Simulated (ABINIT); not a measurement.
MgS:

```
S Mg
1.0
     0.00000    2.82635    2.82635
     2.82635    0.00000    2.82635
     2.82635    2.82635    0.00000
S Mg
1 1
Direct
  0.25000 0.25000 0.25000
  0.00000 0.00000 0.00000
```

The cell comes from a database or a generator and needn't be the stable form of this composition.

The cell isn't the ideal one: cell relaxed at zero pressure by an earlier run.

* Program: ABINIT 10.8.3 (patched build)
* Task: elastic constants
* Functional: PBEsol
* Potentials or basis: PseudoDojo NC SR PBEsol v0.4.1 standard
* Cutoff: 1143 eV
* k mesh: 4 × 4 × 4, with 4 shifts
* Occupations: fixed
* Spin: no spin polarisation
* Cutoff smearing ecutsm (Ha): 0.5
* Stop of the response cycle (tolvrs): 1e-08
* Acoustic sum rule (asr): 1
* Ions in elastic constants: relaxed

Task: How polar is the lattice: what are the Born charges, the two dielectric constants and the LO-TO splitting?

Result: Born charges ±1.89 e; dielectric constants 4.15 (electrons alone) and 6.71 (static); transverse and longitudinal modes at 332 and 422 cm⁻¹.
